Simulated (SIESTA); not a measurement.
HgTe under changes of volume

One of the cells (32.801 Å³/atom); the others are scaled copies at fixed shape and fractional positions:

```xyz
2
Lattice="0.0000 3.2011 3.2011 3.2011 0.0000 3.2011 3.2011 3.2011 0.0000" Properties=species:S:1:pos:R:3 pbc="T T T"
Hg    0.0000    0.0000    0.0000
Te    3.2011    3.2011    3.2011
```

Measurements of this composition are mostly on another form, of space group No. 216.

```yaml
Program: SIESTA 5.4.2
Functional: PBE
Potentials_or_basis: PseudoDojo 0.4 standard (PBE files)
Basis: DZP (energy shift 0.002 Ry)
Grid_cutoff: 800 Ry
Energy_shift: 0.002 Ry
k_mesh: 7 × 7 × 7
Occupations: fermi-dirac, width 0.05 eV
Spin: no spin polarisation
```

```csv
volume (Å³/atom),energy over the lowest point (meV/atom),pressure (GPa)
30.228,0.00,-2.4
30.871,11.41,-3.2
31.514,26.10,-4.0
32.801,?,?
33.444,82.66,-5.4
34.087,104.98,-5.6
```

Q: What does the run at 32.801 Å³/atom give?

A: Energy over the lowest point 61.91 meV/atom; pressure -4.8 GPa.

Worked out: A Birch-Murnaghan fit of order 3 (a polynomial in V^(-2/3)) to the other rows has no minimum within the range. It gives 61.94 meV/atom at 32.801 Å³/atom, against the run's 61.91, and -dE/dV = -5.0 GPa, against -4.8.

Energies are extrapolated to zero smearing.

Caveats: semicore shells carry a single zeta, which can move pressures by several GPa and volumes by a few percent; the basis of atomic orbitals isn't converged, which shifts pressures, moduli and gaps.
